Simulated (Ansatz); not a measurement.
# VH2: compression at zero temperature

Aim: relax VH2 at pressures from -3 to 60 GPa within the symmetry of the start, and follow volume, cell shape and gap.

Method: DFT r2SCAN, scalar-relativistic, plane waves, PAW, in Ansatz 0.2.0.

1 further run of the same task is left out (set aside as unsound or not needed).

**1. The system as given**

The structure is cubic, space group Fm-3m (No. 225). Conventional cell: a = 4.188 Å, b = 4.188 Å, c = 4.188 Å, α = 90.00°, β = 90.00°, γ = 90.00°. V (site symmetry m-3m) is surrounded by 8 H at 1.81 Å. H (site symmetry -43m) is surrounded by 4 V at 1.81 Å.

Structure file:

```
CELL_PARAMETERS angstrom
0.00000 2.09375 2.09375
2.09375 0.00000 2.09375
2.09375 2.09375 0.00000
ATOMIC_POSITIONS crystal
V 0.00000 0.00000 0.00000
H 0.25000 0.25000 0.25000
H 0.75000 0.75000 0.75000
```

It is the result of an earlier relaxation at this level (volume 6.12 Å³/atom; gap on the mesh: none (metal)).

**2. Relaxing at -3 GPa**

The input, input.yaml:

```yaml
crystal:
  lattice:
    - [0.0, 2.1136050552, 2.1136050552]
    - [2.1136050552, 0.0, 2.1136050552]
    - [2.1136050552, 2.1136050552, 0.0]
  atoms:
    - { symbol: V, position: [0.0, 0.0, 0.0] }
    - { symbol: H, position: [0.25, 0.25, 0.25] }
    - { symbol: H, position: [0.75, 0.75, 0.75] }
basis:
  ecutwfc: 500
kpoints:
  mp_grid: { grid: [16, 16, 16] }
hamiltonian:
  xc: r2scan
scf:
  occupations: { method: gaussian, width: 0.1 }
output:
  forces: true
  stress: true
  eigenvalues: true
relax:
  adjacent_minimum: "off"
  f_tol: 0.008
  max_steps: 50
  cell: { stress_tol: 0.08, p_target: -3.0 }
```

Launch:

```sh
> ansatz run input.yaml --threads 1 --pin off --max-ram 2560MiB --backend cpu --events-out ev --progress --plain --runs-dir out
```

The session goes on with these runs: 3 GPa; relaxing at 8 GPa; relaxing at 15 GPa; 30 GPa; target pressure 60 GPa.

Before running it: what results should come out? Wanted: bulk modulus B0; B0'.

**Answer**, as computed:

| quantity | value |
| --- | --- |
| volume at 60 GPa | 4.95 Å³/atom, V/V0 = 0.809 |
| bulk modulus B0 (third-order Birch-Murnaghan) | 185 GPa |
| B0' | 4.0 |

**Reading.** Up to 60 GPa the volume falls by 19.1 %. A third-order Birch-Murnaghan curve fits the points with B0 = 185 GPa. The symmetry of the start is kept, so a transition to another structure would not show.
